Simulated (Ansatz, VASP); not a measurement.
## In in VASP and in Ansatz

Contents of run.py:

```python
from ase.calculators.vasp import Vasp
from ase.dft.dos import DOS
from ase.spacegroup import crystal

atoms = crystal(
    ['In'],
    basis=[[0.0, 0.0, 0.0]],
    spacegroup=229,
    setting=1,
    cellpar=[3.76505048, 3.76505048, 3.76505048, 90.0, 90.0, 90.0],
    primitive_cell=True,
)
calc = Vasp(
    directory='calc',
    xc='pbesol',
    pp='PBE',
    setups='minimal',
    pp_version='54',
    prec='Accurate',
    encut=500,
    ediff=1e-06,
    ismear=1,
    sigma=0.1,
    lreal=False,
    lasph=True,
    nelm=80,
    algo='Normal',
    isif=2,
    lwave=False,
    lcharg=False,
    ivdw=12,
    lorbit=10,
    kpts=[10, 10, 10],
    gamma=True,
)
atoms.calc = calc

print('energy (eV):', atoms.get_potential_energy())
print('free energy (eV):', atoms.get_potential_energy(force_consistent=True))
print('forces (eV/A):')
print(atoms.get_forces())
print('stress (eV/A^3, Voigt):', atoms.get_stress())
print('Fermi level (eV):', calc.get_fermi_level())
dos = DOS(calc, width=0.1, window=(-10, 10), npts=301)
print('E - E_F (eV), DOS (1/eV)')
for e, g in zip(dos.get_energies(), dos.get_dos()):
    print(f'{e:8.3f} {g:10.4f}')
```

input.yaml

```yaml
crystal:
  lattice:
    - [-1.88252524, 1.88252524, 1.88252524]
    - [1.88252524, -1.88252524, 1.88252524]
    - [1.88252524, 1.88252524, -1.88252524]
  atoms:
    - { symbol: In, position: [0.0, 0.0, 0.0] }
hamiltonian:
  xc: pbesol
  pseudopotentials: { kind: paw }
  dispersion: d3bj
kpoints:
  mp_grid: { grid: [10, 10, 10] }
scf:
  occupations: { method: methfessel_paxton, width: 0.1 }
  n_extra_bands: 6
output:
  forces: true
  stress: true
  eigenvalues: true
  dos: { projected: false, de: 0.05, nscf_kmesh: { grid: [15, 15, 15] } }
```

This isn't the form of In at room conditions, which is tetragonal.

Alike in both runs: task density of states; functional PBEsol; dispersion D3(BJ); k mesh 10 × 10 × 10; occupations methfessel-paxton of order 1, width 0.1 eV; no spin polarisation.

|  | VASP | Ansatz |
| --- | --- | --- |
| version | VASP 6.6.1 | Ansatz 0.2.0 |
| potentials or method | VASP PAW PBE potentials, release 54 (In) | Ansatz PAW |
| plane-wave cutoff (eV) | 500 | 420 |
| valence electrons in the cell | 3 | 13 |

VASP gave:

| Property | Result |
| --- | --- |
| gap on the k mesh at the Fermi level (eV) | none |
| pressure (GPa) | -3.3 |
| dispersion energy (meV/atom) | -351.2 |

Problem. What did Ansatz give for the same quantities?

Solution. gap on the k mesh at the Fermi level (eV): none; pressure (GPa): -3.5; dispersion energy (meV/atom): -351.4.

A gap of «none» marks a metal or a gap that the smearing closes. The two sets of potentials don't hold the same shells in valence.

Caveats: pairwise dispersion overbinds metals, which lowers pressure and volume; the PAW data sets were made with another functional, which shifts forces and pressure a little (VASP); the PAW data sets come from PBE, with cores solved anew for the run's functional, which leaves a small shift of forces and pressure (Ansatz); the density of states is complete only up to the lowest level of the last band computed (Ansatz).
